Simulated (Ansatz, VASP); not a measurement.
## Ag in VASP and in Ansatz

File INCAR:

```
PREC = Accurate
ENCUT = 520
EDIFF = 1E-6
ISMEAR = -1
SIGMA = 0.05
LREAL = F
LASPH = T
NELM = 80
ALGO = Normal
ISIF = 2
LWAVE = F
LCHARG = T
GGA = CA
LELF = T
LVHAR = T
NBANDS = 18
```

File KPOINTS:

```
Automatic mesh
0
Gamma
  13 13 13
```

File POSCAR:

```
Ag
1.0
    0.0000000000      2.8628095849      2.8628095849
    2.8628095849      0.0000000000      2.8628095849
    2.8628095849      2.8628095849      0.0000000000
Ag
2
Direct
   -0.1250000000     -0.1250000000     -0.1250000000
    0.1250000000      0.1250000000      0.1250000000
```

Input for Ansatz:

```yaml
crystal:
  lattice:
    - [0.0, 2.8628095849, 2.8628095849]
    - [2.8628095849, 0.0, 2.8628095849]
    - [2.8628095849, 2.8628095849, 0.0]
  atoms:
    - { symbol: Ag, position: [-0.125, -0.125, -0.125] }
    - { symbol: Ag, position: [0.125, 0.125, 0.125] }
kpoints:
  mp_grid: { grid: [13, 13, 13] }
scf:
  occupations: { method: fermi_dirac, width: 0.05 }
hamiltonian:
  xc: lda
  pseudopotentials: { kind: paw }
output:
  forces: true
  stress: true
  eigenvalues: true
  populations: true
  write_density: true
  write_potential: true
  elf: true
  volumetric_format: npy
```

Change from the starting cell: volume scaled by 0.9, PAW files.

Alike in both runs: task single point; functional LDA; k mesh 13 × 13 × 13; occupations fermi-dirac, width 0.05 eV; no spin polarisation.

|  | VASP | Ansatz |
| --- | --- | --- |
| version | VASP 6.6.1 | Ansatz 0.2.0 |
| potentials or method | VASP PAW LDA potentials, release 64 (Ag) | PAW with Ansatz's default frozen-core files, scalar-relativistic |
| plane-wave cutoff (eV) | 520 | 420 |
| valence electrons in the cell | 22 | 38 |

|  | VASP | Ansatz | Ansatz less VASP |
| --- | --- | --- | --- |
| pressure (GPa) | 7.3 | 7.3 | +0.04 |

The two sets of potentials don't hold the same shells in valence.
